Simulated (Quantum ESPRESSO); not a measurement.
Crystal: CdTe.

```
Te Cd
1.0
     0.00000    3.20500    3.20500
     3.20500    0.00000    3.20500
     3.20500    3.20500    0.00000
Te Cd
1 1
Cartesian
  4.8075 4.8075 4.8075
  0.0000 0.0000 0.0000
```

| Quantity | Value |
| --- | --- |
| Program | Quantum ESPRESSO 7.5 |
| Task | phonons |
| Functional | LDA |
| Potentials or basis | GBRV 1.5 LDA |
| Cutoff | 612 eV |
| Density cutoff | 4898 eV |
| k mesh | 4 × 4 × 4, shifted |
| Occupations | fermi-dirac, width 0.05 eV |
| Spin | no spin polarisation |
| Form of the LDA correlation | PZ81 |
| Mixing beta | 0.5 |
| Most SCF iterations | 120 |
| SCF threshold | 4e-10 Ry |

The cell and the atoms were relaxed first, to 33.14 Å³/atom (a = 4.543 Å, b = 4.543 Å, c = 4.543 Å, α = 60.00°, β = 60.00°, γ = 60.00°), and the response was taken there.

The first run showed a gap, so the response started from a second, tighter run with fixed occupations.

The run gives a transverse optical frequency of 150 cm⁻¹, an electronic dielectric constant of 9.55 and Born charges of ±2.18 e.

Task: What are the longitudinal frequency and the static dielectric constant?

Result: The longitudinal mode lies at 170 cm⁻¹, 20 cm⁻¹ over the transverse one, and the static constant is 12.17. The two agree with the Lyddane-Sachs-Teller relation: (170/150)² = 1.28 and 12.17/9.55 = 1.27.

Caveat: the mesh is thin for the dielectric tensor, Born charges and intensities, which usually come out too large.
